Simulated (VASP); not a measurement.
Crystal: InAs.

```
In As
1.0
     0.00000    3.01800    3.01800
     3.01800    0.00000    3.01800
     3.01800    3.01800    0.00000
In As
1 1
Direct
  0.00000 0.00000 0.00000
  0.75000 0.75000 0.75000
```

Program: VASP 6.6.1. Alike in all runs: task single point; level HSE(alpha, omega); potentials or basis VASP PAW PBE potentials, release 64 (In_d, As); no spin polarisation; cell as given; k mesh 4 × 4 × 4; cutoff (eV) 520; smearing fermi-dirac 0.05 eV; the mesh is coarse, so values aren't converged.

Order these runs on this cell by their band gap on the k mesh, lowest first.
A. screening parameter 0.6
B. screening parameter 0.1
C. screening parameter 0.2
D. screening parameter 0.4

A (0.14 eV), D (0.32 eV), C (0.63 eV), B (0.92 eV).

Caveats: all runs use coarse meshes; spin-orbit coupling is left out, which moves the levels of the heavy elements.

Runs at the PBE level aren't shown here.
